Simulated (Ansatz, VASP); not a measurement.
## Two plane-wave programs on Ti

```
CELL_PARAMETERS angstrom
0.00000 2.05594 2.05594
2.05594 0.00000 2.05594
2.05594 2.05594 0.00000
ATOMIC_POSITIONS crystal
Ti 0.00000 0.00000 0.00000
```

Alike in both runs: functional PBE; k mesh 18 × 18 × 18; occupations gaussian, width 0.1 eV; no spin polarisation.

Ansatz relaxed the structure, and its values are those at the end. VASP's run is a single point on that final structure, the one shown.

```csv
,VASP,Ansatz
version,VASP 6.6.1,Ansatz 0.2.0
potentials or method,"VASP PAW PBE potentials, release 64 (Ti_sv)","scalar-relativistic, plane waves, PAW"
plane-wave cutoff (eV),520,420
valence electrons in the cell,12,12
```

|  | VASP | Ansatz | Ansatz less VASP |
| --- | --- | --- | --- |
| gap on the k mesh at the Fermi level (eV) | none | none | - |
| pressure (GPa) | -0.3 | 0.0 | +0.26 |

A gap of «none» marks a metal or a gap that the smearing closes. The functional is the same, so the differences come from potentials, cutoffs and numerics.
